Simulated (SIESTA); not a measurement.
The system is MgB2.

```xyz
3
Lattice="3.0850 0.0000 0.0000 -1.5425 2.6717 0.0000 0.0000 0.0000 3.5230" Properties=species:S:1:pos:R:3 pbc="T T T"
Mg    0.0000    0.0000    0.0000
B     1.5425    0.8906    1.7615
B     0.0000    1.7811    1.7615
```

| Item | Value |
| --- | --- |
| Program | SIESTA 5.4.2 |
| Task | single point |
| Functional | PBEsol |
| Potentials or basis | PseudoDojo 0.4 standard (PBEsol files) |
| Basis | DZP (energy shift 0.003 Ry; two zetas on semicore shells) |
| Grid cutoff | 800 Ry |
| Energy shift | 0.003 Ry |
| k mesh | 10 × 10 × 8 |
| Occupations | fermi-dirac, width 0.05 eV |
| Spin | no spin polarisation |

On this cell: pressure 2.4 GPa; largest force under 0.003 eV/Å; band gap on the k mesh none (metal or under the smearing width).

The same run follows on a disturbed copy (atoms moved at random, drawn with an rms of 0.05 Å):

```
Mg B
1.0
     3.08500    0.00000    0.00000
    -1.54250    2.67169    0.00000
     0.00000    0.00000    3.52300
Mg B
1 2
Cartesian
  0.0703 -0.0171 -0.0345
  1.5536 0.8592 1.7323
  0.0098 1.7804 1.7941
```

Task: What changes?

Result: The energy (extrapolated to zero smearing) moves by +11.1 meV/atom; pressure 2.6 GPa; largest force 0.728 eV/Å; band gap on the k mesh none (metal or under the smearing width).

Forces on the atoms (eV/Å):
```
Mg  -0.292  0.010  0.241
B    0.137  0.203  0.437
B    0.154 -0.210 -0.680
```

Stress tensor (GPa, compression positive):
```
 3.56  0.01 -0.29
 0.01  5.33  0.10
-0.29  0.10 -1.07
```

Caveats: the basis of atomic orbitals isn't converged, which shifts pressures, moduli and gaps.
